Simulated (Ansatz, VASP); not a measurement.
BN: VASP beside Ansatz

Contents of INCAR:

```
SYSTEM = BN
PREC = Accurate
ENCUT = 520
EDIFF = 1E-6
ISMEAR = 0
SIGMA = 0.05
LREAL = .FALSE.
LASPH = .TRUE.
NELM = 80
ALGO = Normal
ISIF = 2
LWAVE = .FALSE.
LCHARG = .FALSE.
GGA = PS
NBANDS = 16
```

File KPOINTS:

```
Automatic mesh
0
G
  12 12 4
  0 0 0
```

Contents of POSCAR:

```
BN
1.0
    2.4835890589      0.0000000000      0.0000000000
   -1.2417945295      2.1508512176      0.0000000000
    0.0000000000      0.0000000000      6.9773834347
B N
2 2
Direct
    0.3333333333      0.6666666667      0.2500000000
    0.6666666667      0.3333333333      0.7500000000
    0.3333333333      0.6666666667      0.7500000000
    0.6666666667      0.3333333333      0.2500000000
```

Input for Ansatz:

```yaml
crystal:
  lattice:
    - [2.4835890589, 0.0, 0.0]
    - [-1.2417945295, 2.1508512176, 0.0]
    - [0.0, 0.0, 6.9773834347]
  atoms:
    - { symbol: B, position: [0.3333333333, 0.6666666667, 0.25] }
    - { symbol: B, position: [0.6666666667, 0.3333333333, 0.75] }
    - { symbol: "N", position: [0.3333333333, 0.6666666667, 0.75] }
    - { symbol: "N", position: [0.6666666667, 0.3333333333, 0.25] }
basis:
  ecutwfc: 520.0
kpoints:
  mp_grid: { grid: [12, 12, 4] }
hamiltonian:
  xc: pbesol
  pseudopotentials: { kind: paw, azcp: { folder: soft_1 } }
scf:
  occupations: { method: gaussian, width: 0.05 }
output:
  forces: true
  stress: true
  eigenvalues: true
```

Alike in both runs: task single point; functional PBEsol; k mesh 12 × 12 × 4; occupations gaussian, width 0.05 eV; no spin polarisation.

```csv
,VASP,Ansatz
version,VASP 6.6.1,Ansatz 0.2.0
potentials or method,"VASP PAW PBE potentials, release 64 (B, N)","scalar-relativistic, plane waves, PAW"
plane-wave cutoff (eV),520,520
valence electrons in the cell,16,16
```

```tsv
	VASP	Ansatz	Ansatz less VASP
gap on the k mesh at the Fermi level (eV)	4.29	4.30	+0.007
least direct gap on the mesh (eV)	4.66	4.66	+0.003
pressure (GPa)	6.3	5.8	-0.45
largest component of the traceless stress (GPa)	6.29	5.69	-0.601
```

Ansatz warned: «pseudo_functional_mismatch».

Caveats: the PAW data sets were made with another functional, which shifts forces and pressure a little (VASP); this functional lacks dispersion, which binds the layers, so the pressure and a relaxed spacing across them are unreliable. A k mesh can miss the band edges.
